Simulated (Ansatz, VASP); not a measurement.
# One calculation of H2, two programs

```
CELL_PARAMETERS angstrom
10.00000 0.00000 0.00000
0.00000 10.30000 0.00000
0.00000 0.00000 10.60000
ATOMIC_POSITIONS crystal
H 0.50000 0.48544 0.43679
H 0.50000 0.48544 0.50660
```

Alike in both runs: task relaxation of the atoms; functional PBE; dispersion D3(BJ); k mesh 1 × 1 × 1; occupations gaussian, width 0.01 eV; no spin polarisation.

|  | VASP | Ansatz |
| --- | --- | --- |
| version | VASP 6.6.1 | Ansatz 0.2.0 |
| potentials or method | VASP PAW PBE potentials, release 64 (H) | scalar-relativistic, plane waves, PAW |
| plane-wave cutoff (eV) | 520 | 420 |
| valence electrons in the cell | 2 | 2 |

|  | VASP | Ansatz | Ansatz less VASP |
| --- | --- | --- | --- |
| gap on the k mesh at the Fermi level, each at its own relaxed structure (eV) | 10.16 | 10.15 | -0.008 |

Ansatz warned: «xc_potential_rough_in_thin_density».
